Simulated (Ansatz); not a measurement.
La₂O₃, space group P-3m1: an equation of state with a fit, run with the Python package of Ansatz (0.2.0).

`eos_la2o3.py`
```python
'''Bulk modulus of La2O3 from an E(V) curve.'''

import ansatz
import numpy as np
from scipy.optimize import curve_fit

VECTORS = np.array([
    [3.930778, 0.0, 0.0],
    [-1.965389, 3.404153, 0.0],
    [0.0, 0.0, 6.111954],
])
SITES = [
    ('La', (2 / 3, 1 / 3, 0.753764)),
    ('La', (1 / 3, 2 / 3, 0.246236)),
    ('O', (2 / 3, 1 / 3, 0.354109)),
    ('O', (1 / 3, 2 / 3, 0.645891)),
    ('O', (0.0, 0.0, 0.0)),
]


def build(cell):
    crystal = ansatz.Crystal(lattice=ansatz.Lattice.of(cell))
    for symbol, position in SITES:
        crystal = crystal.atom(symbol, position)
    return crystal

def vinet(v, e0, v0, b0, b1):
    eta = (v / v0) ** (1 / 3)
    return e0 + 2 * b0 * v0 / (b1 - 1) ** 2 * (2 - (5 + 3 * b1 * (eta - 1) - 3 * eta) * np.exp(-1.5 * (b1 - 1) * (eta - 1)))

# uniform scaling of the cell
volumes, energies = [], []
for scale in np.linspace(0.9, 1.1, 9):
    cell = VECTORS * scale ** (1 / 3)
    calc = (
        build(cell).calculation()
        .functional('pbesol')
        .pseudopotentials('paw')
        .occupations('Fixed')  # no smearing
        .basis(500)
        .kpoints(6, 6, 4)  # the mesh must be finer for metals
    )
    summary = calc.run(threads=1, backend='cpu').report
    volumes.append(abs(np.linalg.det(cell)) / len(SITES))
    energies.append(summary['free_energy_ev'] / len(SITES))
    print(f'V = {volumes[-1]:8.4f} A^3/atom  F = {energies[-1]:.5f} eV/atom')

guess = (min(energies), volumes[int(np.argmin(energies))], 0.5, 4.5)
(e0, v0, b0, b1), _ = curve_fit(vinet, np.array(volumes), np.array(energies), p0=guess, maxfev=20000)
print(f'Vinet fit: V0 = {v0:.4f} A^3/atom, B0 = {160.21766 * b0:.1f} GPa, B1 = {b1:.2f}')
print('largest residual', round(1000 * float(np.abs(vinet(np.array(volumes), e0, v0, b0, b1) - energies).max()), 3), 'meV/atom')
```

Its results, one of them left out:

| V (Å³/atom) | F less the lowest row shown (meV/atom) |
| --- | --- |
| 14.721 | 51.90 |
| 15.130 | 22.78 |
| 15.539 | ? |
| 15.948 | 0.00 |
| 16.357 | 3.40 |
| 16.766 | 15.00 |
| 17.175 | 33.76 |
| 17.584 | 58.76 |
| 17.992 | 89.20 |

What is the missing energy at 15.539 Å³ an atom?

A third-order Birch-Murnaghan fit, E = E0 + (9 V0 B0 / 16) [(t - 1)³ B' + (t - 1)² (6 - 4t)] with t = (V0/V)^(2/3), through the 8 rows shown gives V0 = 15.995 Å³, B0 = 141.5 GPa, B' = 4.34 and E0 = -0.06 meV. At V = 15.539 Å³, t = 1.01949, and the fit interpolates to 6.00 meV. The run gave 6.00 meV, a miss of 0.00 meV.

Shape and fractional positions are held along the curve, so the bulk modulus is an upper value where they are free to relax. The structure comes from a database of computed cells and needn't be a stable or known phase. By the engine's processor time: 22 s on 1 thread of Intel(R) Xeon(R) Processor @ 2.30GHz, on a shared host, peak memory 0.61 GiB.
